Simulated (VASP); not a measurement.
# MoS2 (P6_3/mmc) in VASP: settings compared

Aim: see how the results for MoS2 move with the level of theory and the settings. Levels: r2SCAN, optB86b-vdW. Tasks: relaxation of cell and atoms.

Everything below comes from runs of VASP 6.6.1. Logs are shortened: lines on timing, memory, paths and dates and some standing lists are left out, and cuts for length are marked.

## (1) Starting point

Symmetry: P6_3/mmc, No. 194, hexagonal system. Conventional cell: a = 3.169 Å, b = 3.169 Å, c = 12.324 Å, α = 90.00°, β = 90.00°, γ = 120.00°. Mo (site symmetry -6m2) is surrounded by 6 S at 2.41 Å. S (site symmetry 3m) has 3 Mo at 2.41 Å as nearest neighbours.

## (2) Relaxation of cell and atoms, r2SCAN

Contents of INCAR:

```
SYSTEM = MoS2
PREC = Accurate
ENCUT = 600
EDIFF = 1E-6
ISMEAR = 0
SIGMA = 0.03
LREAL = .FALSE.
LASPH = .TRUE.
NELM = 80
ALGO = Normal
ISIF = 3
LWAVE = .FALSE.
LCHARG = .FALSE.
METAGGA = R2SCAN
LMIXTAU = .TRUE.
IBRION = 2
NSW = 90
EDIFFG = -0.01
KPAR = 2
```

Contents of KPOINTS:

```
regular mesh
0
G
  12 12 3
  0 0 0
```

Contents of POSCAR:

```
MoS2
1.0
    3.1690000000      0.0000000000      0.0000000000
   -1.5845000000      2.7444345046      0.0000000000
    0.0000000000      0.0000000000     12.3240000000
Mo S
2 4
Direct
    0.3333333333      0.6666666667      0.2500000000
    0.6666666667      0.3333333333      0.7500000000
    0.3333333333      0.6666666667      0.6230000000
    0.6666666667      0.3333333333      0.1230000000
    0.3333333333      0.6666666667      0.8770000000
    0.6666666667      0.3333333333      0.3770000000
```

Potentials or basis: VASP PAW PBE potentials, release 64 (Mo_sv, S).

Command:

```bash
$ cat potpaw_PBE.64/Mo_sv/POTCAR potpaw_PBE.64/S/POTCAR > POTCAR
$ mpirun -np 2 vasp_std > vasp.out
```

OUTCAR:

```text
SYSTEM = MoS2
   PREC = Accurate
   ENCUT = 600
   EDIFF = 1E-6
   ISMEAR = 0
   LREAL = .FALSE.
   LASPH = .TRUE.
   NELM = 80
   ISIF = 3
   METAGGA = R2SCAN
   IBRION = 2
   NSW = 90
   EDIFFG = -0.01

 ion  position               nearest neighbor table
   1  0.333  0.667  0.250-   4 2.41   6 2.41   4 2.41   6 2.41   4 2.41   6 2.41
   2  0.667  0.333  0.750-   3 2.41   5 2.41   3 2.41   5 2.41   3 2.41   5 2.41
   3  0.333  0.667  0.623-   2 2.41   2 2.41   2 2.41
   4  0.667  0.333  0.123-   1 2.41   1 2.41   1 2.41
   5  0.333  0.667  0.877-   2 2.41   2 2.41   2 2.41
   6  0.667  0.333  0.377-   1 2.41   1 2.41   1 2.41

  LATTYP: Found a hexagonal cell.
 ALAT       =     3.1690000000
 C/A-ratio  =     3.8889239508

  Lattice vectors:

 A1 = (   3.1690000000,   0.0000000000,   0.0000000000)
 A2 = (  -1.5845000000,   2.7444345046,   0.0000000000)
 A3 = (   0.0000000000,   0.0000000000,  12.3240000000)

Analysis of symmetry for initial positions (statically):
=====================================================================
 Subroutine PRICEL returns:
 Original cell was already a primitive cell.

 Routine SETGRP: Setting up the symmetry group for a
 hexagonal supercell.

 Subroutine GETGRP returns: Found 24 space group operations
 (whereof 12 operations were pure point group operations)
 out of a pool of 24 trial point group operations.

The static configuration has the point symmetry D_3d.
 The point group associated with its full space group is D_6h.

Analysis of symmetry for dynamics (positions and initial velocities):
=====================================================================
 Subroutine PRICEL returns:
 Original cell was already a primitive cell.

 Routine SETGRP: Setting up the symmetry group for a
 hexagonal supercell.

 Subroutine GETGRP returns: Found 24 space group operations
 (whereof 12 operations were pure point group operations)
 out of a pool of 24 trial point group operations.

The dynamic configuration has the point symmetry D_3d.
 The point group associated with its full space group is D_6h.

 Subroutine INISYM returns: Found 24 space group operations
 (whereof 12 operations are pure point group operations),
 and found     1 'primitive' translations

----------------------------------------------------------------------------------------

                                     Primitive cell

  volume of cell :     107.1832

  direct lattice vectors                    reciprocal lattice vectors
     3.169000000  0.000000000  0.000000000     0.315556958  0.182186895  0.000000000
    -1.584500000  2.744434505  0.000000000     0.000000000  0.364373789  0.000000000
     0.000000000  0.000000000 12.324000000     0.000000000  0.000000000  0.081142486

  length of vectors
     3.169000000  3.169000000 12.324000000     0.364373789  0.364373789  0.081142486

  position of ions in fractional coordinates (direct lattice)
     0.333333333  0.666666667  0.250000000
     0.666666667  0.333333333  0.750000000
     0.333333333  0.666666667  0.623000000
     0.666666667  0.333333333  0.123000000
     0.333333333  0.666666667  0.877000000
     0.666666667  0.333333333  0.377000000

  ion indices of the primitive-cell ions
   primitive index   ion index
                 1           1
                 2           2
                 3           3
                 4           4
                 5           5
                 6           6

----------------------------------------------------------------------------------------

 KPOINTS: regular mesh

Automatic generation of k-mesh.
 Grid dimensions read from file:
 generate k-points for:   12   12    3

 Generating k-lattice:

  Cartesian coordinates                     Fractional coordinates (reciprocal lattice)
     0.026296413  0.015182241  0.000000000     0.083333333  0.000000000  0.000000000
     0.000000000  0.030364482  0.000000000     0.000000000  0.083333333  0.000000000
     0.000000000  0.000000000  0.027047495     0.000000000  0.000000000  0.333333333

  Length of vectors
     0.030364482  0.030364482  0.027047495

  Shift w.r.t. Gamma in fractional coordinates (k-lattice)
     0.000000000  0.000000000  0.000000000

 Subroutine IBZKPT returns following result:
 ===========================================

 Found     38 irreducible k-points:

 Following reciprocal coordinates:
            Coordinates               Weight
  0.000000  0.000000  0.000000      1.000000
  0.083333  0.000000  0.000000      6.000000
  0.166667 -0.000000  0.000000      6.000000
  0.250000 -0.000000  0.000000      6.000000
  0.333333 -0.000000  0.000000      6.000000
  0.416667 -0.000000  0.000000      6.000000
[... 16 lines left out ...]
  0.250000 -0.000000  0.333333     12.000000
  0.333333 -0.000000  0.333333     12.000000
 [... further k-points ...]
   k-points           NKPTS =     38   k-points in BZ     NKDIM =     38   number of bands    NBANDS=     31
   number of dos      NEDOS =    301   number of ions     NIONS =      6
   total plane-waves  NPLWV =  76832
   dimension x,y,z NGX =    28 NGY =   28 NGZ =   98
   dimension x,y,z NGXF=    56 NGYF=   56 NGZF=  196
   ions per type =               2   4
   NGX,Y,Z   is equivalent  to a cutoff of  14.69, 14.69, 13.22 a.u.
   NGXF,Y,Z  is equivalent  to a cutoff of  29.38, 29.38, 26.44 a.u.
 SYSTEM =  MoS2
   PREC   = accura    normal or accurate (medium, high low for compatibility)
   ISTART =      0    job   : 0-new  1-cont  2-samecut
   ICHARG =      2    charge: 1-file 2-atom 10-const
   ISPIN  =      1    spin polarized calculation?
   LNONCOLLINEAR =      F non collinear calculations
   LSORBIT =      F    spin-orbit coupling
   LASPH  =      T    aspherical Exc in radial PAW
   ENCUT  =  600.0 eV  44.10 Ry    6.64 a.u.   6.33  6.33 24.61*2*pi/ulx,y,z
   NELM   =     80;   NELMIN=  2; NELMDL= -5     # of ELM steps
   EDIFF  = 0.1E-05   stopping-criterion for ELM
   LREAL  =      F    real-space projection
   EDIFFG = -.1E-01   stopping-criterion for IOM
   NSW    =     90    number of steps for IOM
   IBRION =      2    ionic relax: 0-MD 1-quasi-New 2-CG
   NFREE  =      1    steps in history (QN), initial steepest desc. (CG)
   ISIF   =      3    stress and relaxation
   ISYM   =      2    0-nonsym 1-usesym 2-fastsym
   POTIM  = 0.5000    time-step for ionic-motion
   TEBEG  =    0.0;   TEEND  =   0.0 temperature during run
   PSTRESS=    0.0 pullay stress
   NELECT =      52.0000    total number of electrons
   NUPDOWN=      -1.0000    fix difference up-down
   EMIN   =  10.00;   EMAX   =-10.00  energy-range for DOS
   EFERMI =   0.00;   METHOD = LEGACY
   ISMEAR =     0;   SIGMA  =   0.03  broadening in eV -4-tet -1-fermi 0-gaus
   EFERMI_NEDOS =   21; number of points for ismear=-14 and -15
   IALGO  =     38    algorithm
   IMIX   =      4    mixing-type and parameters
     AMIX     =   0.40;   BMIX     =  1.00
     AMIX_MAG =   1.60;   BMIX_MAG =  1.00
  volume/ion in A,a.u.               =      17.86       120.55
  Fermi-wavevector in a.u.,A,eV,Ry     =   1.286373  2.430893 22.514325  1.654756
  Thomas-Fermi vector in A             =   2.418452
   LORBIT       =      0    0 simple, 1 ext, 2 COOP (PROOUT), +10 PAW based schemes
   METAGGA = R2SCAN    functional components
   LHFCALC =     F    Hartree Fock is set to
   AEXX    =    0.0000 exact exchange contribution
   IVDW    =     0    specifies the selected vdW correction
   LEPSILON=     F    determine dielectric tensor
   LRPA    =     F    only Hartree local field effects (RPA)
 conjugate gradient relaxation of ions
 non-spin polarized calculation
 Gauss-broadening in eV      SIGMA  =   0.03
  energy-cutoff  :      600.00
  volume of cell :      107.18
 maximum number of plane-waves:      3603
 NGX is ok and might be reduce to    28
   NGX = 13   NGY = 13   NGZ = 49

--------------------------------------- Ionic step        1  -------------------------------------------

 number of electron      52.0000000 magnetization

 Free energy of the ion-electron system (eV)
  ---------------------------------------------------
  ext. energy  EPLUGINS =         0.00000000
  ---------------------------------------------------
  free energy    TOTEN  =       -90.04024292 eV

  energy without entropy =      -90.04024292  energy(sigma->0) =      -90.04024292

------------------------ aborting loop because EDIFF is reached ----------------------------------------

  FORCE on cell =-STRESS in cart. coord.  units (eV):
  Direction    XX          YY          ZZ          XY          YZ          ZX
  --------------------------------------------------------------------------------------
  -------------------------------------------------------------------------------------
  Total        0.8318549      0.8318549     -0.0283560      0.0000000      0.0000000      0.0000000
  in kB       12.4345876     12.4345876     -0.4238661      0.0000000      0.0000000      0.0000000
  external PRESSURE =       8.1484364 kB  Pullay stress =       0.0000000 kB
[... 101 lines left out ...]
  FREE ENERGIE OF THE ION-ELECTRON SYSTEM (eV)
  ---------------------------------------------------
  free  energy   TOTEN  =       -90.0526197470 eV

  energy  without entropy=      -90.0526197470  energy(sigma->0) =      -90.05261975

[... ionic steps 4 to 11 ...]

--------------------------------------- Ionic step       12  -------------------------------------------

 number of electron      51.9999998 magnetization

------------------------ aborting loop because EDIFF is reached ----------------------------------------

  FORCE on cell =-STRESS in cart. coord.  units (eV):
  Direction    XX          YY          ZZ          XY          YZ          ZX
  --------------------------------------------------------------------------------------
  -------------------------------------------------------------------------------------
  Total        0.1737457      0.1737457     -0.0580833      0.0000000      0.0000000      0.0000000
  in kB        2.4524702      2.4524702     -0.8198630      0.0000000      0.0000000      0.0000000
  external PRESSURE =       1.3616924 kB  Pullay stress =       0.0000000 kB
[... 65 lines left out ...]
  energy  without entropy=      -90.0813619549  energy(sigma->0) =      -90.08136195

--------------------------------------- Ionic step       14  -------------------------------------------

 number of electron      51.9999999 magnetization

 Free energy of the ion-electron system (eV)
  ---------------------------------------------------
  ext. energy  EPLUGINS =         0.00000000
  ---------------------------------------------------
  free energy    TOTEN  =       -90.08145237 eV

  energy without entropy =      -90.08145237  energy(sigma->0) =      -90.08145237

 E-fermi :   6.7151     XC(G=0): -11.0509

 val. band max:        6.4924799742   @ k =   0.0000   0.0000   0.0000
 cond. band min:       7.6606104211   @ k =   0.3333   0.3333   0.0000
 fundamental gap:      1.1681304469
 Fermi energy:         6.7150992877

 k-point     1 :       0.0000    0.0000    0.0000
  band No.  band energies     occupation
      1     -56.8871      2.00000
      2     -56.8871      2.00000
      3     -30.2986      2.00000
      4     -30.2986      2.00000
      5     -30.0917      2.00000
      6     -30.0917      2.00000
[... 805 lines left out ...]
     30       8.5704      0.00000
     31       9.5395      0.00000

 [... further k-points ...]

------------------------ aborting loop because EDIFF is reached ----------------------------------------

  FORCE on cell =-STRESS in cart. coord.  units (eV):
  Direction    XX          YY          ZZ          XY          YZ          ZX
  --------------------------------------------------------------------------------------
  -------------------------------------------------------------------------------------
  Total        0.0017302      0.0017302      0.0013841      0.0000000      0.0000000      0.0000000
  in kB        0.0243340      0.0243340      0.0194664      0.0000000      0.0000000      0.0000000
  external PRESSURE =       0.0227115 kB  Pullay stress =       0.0000000 kB
[... 21 lines left out ...]
  FREE ENERGIE OF THE ION-ELECTRON SYSTEM (eV)
  ---------------------------------------------------
  free  energy   TOTEN  =       -90.0814523682 eV

  energy  without entropy=      -90.0814523682  energy(sigma->0) =      -90.08145237

 reached required accuracy - stopping structural energy minimisation
```

It took 47 min on 2 MPI ranks of AMD EPYC 9R45 (Zen 5), shared host; peak memory 0.34 GiB.

What came out:

| Property | Result |
| --- | --- |
| Free energy | -90.0815 eV |
| Relaxed volume | 18.99 Å³/atom |
| Relaxed cell | a = 3.185 Å, b = 3.185 Å, c = 12.964 Å, α = 90.00°, β = 90.00°, γ = 120.00° |
| Space group after relaxing (to 0.05 Å) | P6_3/mmc (No. 194) |
| Energy gained by relaxing | 6.9 meV/atom |
| Ionic steps | 14 |
| Pressure after relaxing | 0.0 GPa |
| Band gap on the k mesh | 1.17 eV, indirect (least direct gap 1.73 eV) |

The path:
```
step  energy change (eV)  largest force (eV/Å)  pressure (GPa)  volume (Å³)
   1              0.0000                0.2397            0.81       107.18
   2             -0.0122                0.1292           -0.01       108.60
   3             -0.0124                0.1164           -0.11       108.76
   4             -0.0192                0.0335            0.34       109.08
   5             -0.0261                0.1516            1.35       109.77
   6             -0.0286                0.1271            1.16       110.05
   7             -0.0344                0.0544            0.63       110.90
   8             -0.0391                0.0874           -0.35       112.58
   9             -0.0391                0.0923           -0.38       112.64
  10             -0.0398                0.0774           -0.28       112.81
  11             -0.0409                0.0316            0.03       113.33
  12             -0.0409                0.0156            0.14       113.51
  13             -0.0411                0.0089            0.08       113.68
  14             -0.0412                0.0002            0.00       113.92
```

Final structure:
```cif
data_structure
_symmetry_space_group_name_H-M 'P 1'
_symmetry_Int_Tables_number 1
_cell_length_a 3.1853
_cell_length_b 3.1853
_cell_length_c 12.9643
_cell_angle_alpha 90.000
_cell_angle_beta 90.000
_cell_angle_gamma 120.000
_cell_volume 113.92
loop_
_atom_site_label
_atom_site_type_symbol
_atom_site_fract_x
_atom_site_fract_y
_atom_site_fract_z
_atom_site_occupancy
Mo1 Mo 0.33333 0.66667 0.25000 1
Mo2 Mo 0.66667 0.33333 0.75000 1
S1 S 0.33333 0.66667 0.63025 1
S2 S 0.66667 0.33333 0.13025 1
S3 S 0.33333 0.66667 0.86975 1
S4 S 0.66667 0.33333 0.36975 1
```

Caveat: the PAW data sets were made with another functional, which shifts forces and pressure a little; an odd mesh through Γ misses points on the zone boundary, where band edges often lie.

[end of part 1 of 2]
